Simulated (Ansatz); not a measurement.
# Cu4Ni: what a guessed cell relaxes into

The task: take a trial cell of Cu4Ni to zero force and stress, then test the end with a random kick.

Computed with Ansatz 0.2.0 (DFT PBE, scalar-relativistic, plane waves, PAW, unless a step's input says otherwise).

## Step 1: The starting structure

It takes space group P6_3/mmc (No. 194, hexagonal). The conventional cell has a = 2.539 Å, b = 2.539 Å, c = 20.970 Å, α = 90.00°, β = 90.00°, γ = 120.00°. Cu (site symmetry 3m) has 12 Cu at 2.54 to 2.58 Å as nearest neighbours. Cu (site symmetry 3m) has 3 Ni at 2.53 Å and 9 Cu at 2.54 to 2.58 Å as nearest neighbours. Around Ni (site symmetry -6m2) lie 6 Cu at 2.53 Å and 6 Ni at 2.54 Å.

As a file:

```xyz
10
Lattice="2.5388 0.0000 0.0000 -1.2694 2.1986 0.0000 0.0000 0.0000 20.9698" Properties=species:S:1:pos:R:3 pbc="T T T"
Cu    0.0000    1.4658    1.0610
Cu    0.0000    1.4658    9.4239
Cu    0.0000    1.4658   13.6639
Cu    0.0000    1.4658   17.7908
Cu    1.2694    0.7329    3.1790
Cu    1.2694    0.7329    7.3059
Cu    1.2694    0.7329   11.5459
Cu    1.2694    0.7329   19.9088
Ni    0.0000    1.4658    5.2425
Ni    1.2694    0.7329   15.7274
```

The start is the relaxed end of an invented cell (made as: elements ordered on the sites of the Co type, Cu/Ni on Co (P6_3/mmc, No. 194)), taken up again for a closer look.

## Step 2: The guess as it stands, on a coarse mesh

File input.yaml:

```yaml
crystal:
  lattice:
    - [2.5387687, 0.0, 0.0]
    - [-1.2693843, 2.1986382, 0.0]
    - [0.0, 0.0, 20.9698358]
  atoms:
    - { symbol: Cu, position: [0.3333333, 0.6666667, 0.050596] }
    - { symbol: Cu, position: [0.3333333, 0.6666667, 0.449404] }
    - { symbol: Cu, position: [0.3333333, 0.6666667, 0.651599] }
    - { symbol: Cu, position: [0.3333333, 0.6666667, 0.848401] }
    - { symbol: Cu, position: [0.6666667, 0.3333333, 0.151599] }
    - { symbol: Cu, position: [0.6666667, 0.3333333, 0.348401] }
    - { symbol: Cu, position: [0.6666667, 0.3333333, 0.550596] }
    - { symbol: Cu, position: [0.6666667, 0.3333333, 0.949404] }
    - { symbol: Ni, position: [0.3333333, 0.6666667, 0.25] }
    - { symbol: Ni, position: [0.6666667, 0.3333333, 0.75] }
basis:
  ecutwfc: 420
kpoints:
  mp_grid: { grid: [6, 6, 1] }
hamiltonian:
  xc: pbe
scf:
  occupations: { method: gaussian, width: 0.1 }
  lower_state_search: "off"
output:
  forces: true
  stress: true
  eigenvalues: true
```

Launch:

```
> ansatz run input.yaml --threads 4 --pin off --max-ram 8192MiB --backend cpu --events-out ev --progress --plain --runs-dir out
```

The log of the run, cut to the lines that bear on the results:

```text
Warning: RAYON_NUM_THREADS=4 ignored (pool sized by the plan → 4); use --threads N
[...]
Pseudopotentials: kind: paw
Pseudopotential: Cu, paw, valence charge 19, recommended cutoff 420 eV (normal), Cu.paw.azcp
Pseudopotential: Ni, paw, valence charge 18, recommended cutoff 420 eV (normal), Ni.paw.azcp
Functional definition: PBE
[...]
Crystal: 10 atoms, lattice volume = 117.050 Å³
Basis set: ecut = 420 eV, 2321 PW (Γ), exchange–correlation on 36×36×288 points (8 copies of the dense FFT grid, shifted against one another)
Bands: 113, of which v1, the nominal top of the filled ones, is band 94 counted from 1 (93 counted from 0)
Symmetry: 24 space group operations
Space group: P63/mmc (ITA 194), of the structure as read, at distance tolerance 4.9e-5 Å
k-points: 7 of 36
[...]
SCF iter   1: F=—  HF=-64680.373503 eV  |F-HF|=—  |Δ(HF+E_count)|=         —  Δρ=5.99e-3  dr2=9.14e-2  ethr=1.77e-3  ⟨swp⟩=5.0  Hψ=2372  notcnv=0  defer=40
[...]
SCF iter   9: F=-64680.370135 eV  HF=-64680.370135 eV  |F-HF|=2.24e-8  |Δ(HF+E_count)|=   1.05e-8  Δρ=4.89e-6  dr2=1.63e-8  ethr=5.32e-11  ⟨swp⟩=10.6  Hψ=3716  notcnv=0
[...]
SCF converged after 9 iterations
Free energy (F): -64680.370135 eV
[...]
E sigma→0 (E₀):  -64680.338044 eV
Entropy (-TS):   -0.064182 eV (-6.418 meV/atom)
Fermi energy:    16.827988 eV
[...]
--- Forces (eV/Å), atoms counted from 1 ---
  atom   1  Cu     0.00000000     0.00000000    -0.02267336
  atom   2  Cu     0.00000000     0.00000000     0.02267336
  atom   3  Cu    -0.00000000     0.00000000     0.01939853
  atom   4  Cu    -0.00000000     0.00000000    -0.01939853
  atom   5  Cu     0.00000000    -0.00000000     0.01939853
  atom   6  Cu     0.00000000    -0.00000000    -0.01939853
  atom   7  Cu    -0.00000000    -0.00000000    -0.02267336
  atom   8  Cu    -0.00000000    -0.00000000     0.02267336
[...]
--- Stress (GPa, compression-positive) ---
        0.072245      -0.000000      -0.000000
        0.000000       0.072245       0.000000
       -0.000000       0.000000       1.547060
  P = ⅓ Tr σ = 0.5639 GPa (5.639 kbar)
--- Band table (eV; the first three rows and the last of 7) ---
[...]
```

It took 1.5 s on 4 threads of Intel Xeon Platinum 8488C (Sapphire Rapids), shared host; peak memory 0.64 GiB.

From the probe: pressure 0.6 GPa, largest force 0.02 eV/Å, gap on this mesh none (metal). The relaxation goes to the converged mesh at once.

## Step 3: Spin check on a coarse mesh

input.yaml: that of step 2 with these lines changed.

```diff
@@ -14,4 +14,4 @@
     - { symbol: Cu, position: [0.6666667, 0.3333333, 0.949404] }
-    - { symbol: Ni, position: [0.3333333, 0.6666667, 0.25] }
-    - { symbol: Ni, position: [0.6666667, 0.3333333, 0.75] }
+    - { symbol: Ni, position: [0.3333333, 0.6666667, 0.25], spin: 2.0 }
+    - { symbol: Ni, position: [0.6666667, 0.3333333, 0.75], spin: 2.0 }
 basis:
@@ -29 +29,4 @@
   eigenvalues: true
+  populations: true
+magnetization:
+  spin_polarized: true
```

Launch:

```
> ansatz run input.yaml --threads 4 --pin off --max-ram 8192MiB --backend cpu --events-out ev --progress --plain --runs-dir out
```

The log of the run, cut to the lines that bear on the results:

```text
[...]
SCF converged after 31 iterations
Magnetization: -0.0001 μB (94.0000 up, 94.0000 down)
Absolute magnetization: 0.0001 μB (∫|ρ↑−ρ↓|, with the PAW one-centre terms)
Spin contamination: 0.0000 ħ² per cell (⟨S²⟩ above its minimum at these occupations)
[...]
Free energy (F): -64680.370135 eV
[...]
E sigma→0 (E₀):  -64680.338045 eV
Entropy (-TS):   -0.064180 eV (-6.418 meV/atom)
Fermi energy:    16.828007 eV
[...]
--- Forces (eV/Å), atoms counted from 1 ---
  atom   1  Cu     0.00000000     0.00000000    -0.02266213
  atom   2  Cu     0.00000000     0.00000000     0.02266213
  atom   3  Cu    -0.00000000     0.00000000     0.01938220
  atom   4  Cu    -0.00000000     0.00000000    -0.01938220
  atom   5  Cu     0.00000000    -0.00000000     0.01938220
  atom   6  Cu     0.00000000    -0.00000000    -0.01938220
  atom   7  Cu    -0.00000000    -0.00000000    -0.02266213
  atom   8  Cu    -0.00000000    -0.00000000     0.02266213
[...]
--- Stress (GPa, compression-positive) ---
        0.072052       0.000000      -0.000000
       -0.000000       0.072052       0.000000
       -0.000000       0.000000       1.547227
  P = ⅓ Tr σ = 0.5638 GPa (5.638 kbar)
--- Band table (eV; the first three rows and the last of 14) ---
[...]
--- Löwdin populations: 10 sites ---
  site symbol       q [e]    m [muB]
     0     Cu     18.8336    -0.0000
     1     Cu     18.8336    -0.0000
     2     Cu     18.7914    -0.0000
     3     Cu     18.7914    -0.0000
     4     Cu     18.7914    -0.0000
     5     Cu     18.7914    -0.0000
     6     Cu     18.8336    -0.0000
     7     Cu     18.8336    -0.0000
     8     Ni     17.9101    -0.0000
     9     Ni     17.9101    -0.0000
  spilling = 0.008933 (of n_electrons = 188.000000)
```

Run time: 7.4 s. Hardware: 4 threads of Intel Xeon Platinum 8488C (Sapphire Rapids), shared host; peak memory 0.7 GiB.

Per atom:

| atom | Löwdin electrons |
| --- | --- |
| Cu1 | 18.83 |
| Cu2 | 18.83 |
| Cu3 | 18.79 |
| Cu4 | 18.79 |
| Cu5 | 18.79 |
| Cu6 | 18.79 |
| Cu7 | 18.83 |
| Cu8 | 18.83 |
| Ni9 | 17.91 |
| Ni10 | 17.91 |

The Löwdin counts miss 1.68 of the 188 electrons, which the atomic orbitals do not span, so they are no charges.

The same cell is solved with trial moments on Ni. The largest site moment that stays is 0.00 μB and the cell's total 0.00 μB. The workflow keeps spin only above 0.25 μB on a site, so the next run goes without spin.

## Step 4: Final relaxation

input.yaml: that of step 3 with these lines changed.

```diff
@@ -14,4 +14,4 @@
     - { symbol: Cu, position: [0.6666667, 0.3333333, 0.949404] }
-    - { symbol: Ni, position: [0.3333333, 0.6666667, 0.25], spin: 2.0 }
-    - { symbol: Ni, position: [0.6666667, 0.3333333, 0.75], spin: 2.0 }
+    - { symbol: Ni, position: [0.3333333, 0.6666667, 0.25] }
+    - { symbol: Ni, position: [0.6666667, 0.3333333, 0.75] }
 basis:
@@ -19,3 +19,3 @@
 kpoints:
-  mp_grid: { grid: [6, 6, 1] }
+  mp_grid: { grid: [18, 18, 2] }
 hamiltonian:
@@ -24,3 +24,2 @@
   occupations: { method: gaussian, width: 0.1 }
-  lower_state_search: "off"
 output:
@@ -29,4 +28,6 @@
   eigenvalues: true
-  populations: true
-magnetization:
-  spin_polarized: true
+relax:
+  adjacent_minimum: "off"
+  f_tol: 0.01
+  max_steps: 80
+  cell: { stress_tol: 0.05 }
```

Launch:

```
> ansatz run input.yaml --threads 4 --pin off --max-ram 8192MiB --backend cpu --events-out ev --progress --plain --runs-dir out
```

The log of the run, cut to the lines that bear on the results:

```text
Warning: RAYON_NUM_THREADS=4 ignored (pool sized by the plan → 4); use --threads N
[...]
Pseudopotentials: kind: paw
Pseudopotential: Cu, paw, valence charge 19, recommended cutoff 420 eV (normal), Cu.paw.azcp
Pseudopotential: Ni, paw, valence charge 18, recommended cutoff 420 eV (normal), Ni.paw.azcp
Functional definition: PBE
[...]
Crystal: 10 atoms, lattice volume = 117.050 Å³
Basis set: ecut = 420 eV, 2321 PW (Γ), exchange–correlation on 36×36×288 points (8 copies of the dense FFT grid, shifted against one another)
Bands: 113, of which v1, the nominal top of the filled ones, is band 94 counted from 1 (93 counted from 0)
Symmetry: 24 space group operations
Space group: P63/mmc (ITA 194), of the structure as read, at distance tolerance 4.9e-5 Å
k-points: 74 of 648
[...]
  cell:  # Å, volume = 117.0501 Å³
    - [2.538768706620594, -2.886751343095139e-8, 0.0]
    - [-1.2693843283102972, 2.198638208700154, 0.0]
    - [0.0, 0.0, 20.9698358]
  atoms:
    - { symbol: Cu, position: [0.33333333333333337, 0.6666666666666667, 0.050596] }
    - { symbol: Cu, position: [0.33333333333333337, 0.6666666666666667, 0.449404] }
    - { symbol: Cu, position: [0.33333333333333337, 0.6666666666666667, 0.651599] }
    - { symbol: Cu, position: [0.33333333333333337, 0.6666666666666667, 0.848401] }
    - { symbol: Cu, position: [0.6666666666666667, 0.33333333333333337, 0.151599] }
    - { symbol: Cu, position: [0.6666666666666667, 0.33333333333333337, 0.348401] }
    - { symbol: Cu, position: [0.6666666666666667, 0.33333333333333337, 0.550596] }
    - { symbol: Cu, position: [0.6666666666666667, 0.33333333333333337, 0.949404] }
    - { symbol: Ni, position: [0.33333333333333337, 0.6666666666666667, 0.25] }
    - { symbol: Ni, position: [0.6666666666666667, 0.33333333333333337, 0.75] }
```

It took 28 s on 4 threads of Intel Xeon Platinum 8488C (Sapphire Rapids), shared host; peak memory 1.1 GiB.

The steps of the relaxation:

```csv
step,E - E(step 1) (eV/cell),largest force component (eV/Å),pressure (GPa),volume (Å³)
1,0.0000,0.0003,0.00,117.05
2,0.0000,0.0003,0.00,117.05
```

Step 1 is the start. Step 2 repeats the geometry before it on a plane-wave basis chosen anew for that cell, so its energy need not be comparable with the rows above.

|  | before | after | change |
| --- | --- | --- | --- |
| a (Å) | 2.539 | 2.539 | 0.0 % |
| b (Å) | 2.539 | 2.539 | 0.0 % |
| c (Å) | 20.970 | 20.970 | 0.0 % |
| volume (Å³/atom) | 11.71 | 11.71 | 0.0 % |
| shortest distance (Å) | 2.531 | 2.531 | 0.0 % |
| space group (0.01 Å) | P6_3/mmc | P6_3/mmc | same |

The run keeps the 24 symmetry operations of the start, so it could not have lowered the symmetry.

## Step 5: Reference for the kick test

File input.yaml:

```yaml
crystal:
  lattice:
    - [2.5387687066, -2.89e-08, 0.0]
    - [-1.2693843283, 2.1986382087, 0.0]
    - [0.0, 0.0, 20.9698358]
  atoms:
    - { symbol: Cu, position: [0.3333333333, 0.6666666667, 0.050596] }
    - { symbol: Cu, position: [0.3333333333, 0.6666666667, 0.449404] }
    - { symbol: Cu, position: [0.3333333333, 0.6666666667, 0.651599] }
    - { symbol: Cu, position: [0.3333333333, 0.6666666667, 0.848401] }
    - { symbol: Cu, position: [0.6666666667, 0.3333333333, 0.151599] }
    - { symbol: Cu, position: [0.6666666667, 0.3333333333, 0.348401] }
    - { symbol: Cu, position: [0.6666666667, 0.3333333333, 0.550596] }
    - { symbol: Cu, position: [0.6666666667, 0.3333333333, 0.949404] }
    - { symbol: Ni, position: [0.3333333333, 0.6666666667, 0.25] }
    - { symbol: Ni, position: [0.6666666667, 0.3333333333, 0.75] }
basis:
  ecutwfc: 420
kpoints:
  mp_grid: { grid: [12, 12, 1] }
hamiltonian:
  xc: pbe
scf:
  occupations: { method: gaussian, width: 0.2 }
  lower_state_search: "off"
output:
  forces: true
  stress: true
  eigenvalues: true
```

Launch:

```
> ansatz run input.yaml --threads 4 --pin off --max-ram 8192MiB --backend cpu --events-out ev --progress --plain --runs-dir out
```

The log of the run, cut to the lines that bear on the results:

```text
[...]
SCF converged after 9 iterations
Free energy (F): -64680.713842 eV
[...]
E sigma→0 (E₀):  -64680.648906 eV
Entropy (-TS):   -0.129871 eV (-12.987 meV/atom)
Fermi energy:    16.797130 eV
[...]
--- Forces (eV/Å), atoms counted from 1 ---
  atom   1  Cu     0.00000000     0.00000000    -0.00472373
  atom   2  Cu     0.00000000     0.00000000     0.00472373
  atom   3  Cu     0.00000000    -0.00000000     0.00502715
  atom   4  Cu     0.00000000    -0.00000000    -0.00502715
  atom   5  Cu    -0.00000000     0.00000000     0.00502715
  atom   6  Cu    -0.00000000     0.00000000    -0.00502715
  atom   7  Cu    -0.00000000     0.00000000    -0.00472373
  atom   8  Cu    -0.00000000     0.00000000     0.00472373
[...]
--- Stress (GPa, compression-positive) ---
        0.074447      -0.000000       0.000000
       -0.000000       0.074447      -0.000000
        0.000000      -0.000000       0.309366
  P = ⅓ Tr σ = 0.1528 GPa (1.528 kbar)
--- Band table (eV; the first three rows and the last of 19) ---
[...]
```

It took 3.2 s on 4 threads of Intel Xeon Platinum 8488C (Sapphire Rapids), shared host; peak memory 0.71 GiB.

The cell holds 10 atoms.

[end of part 1 of 2]
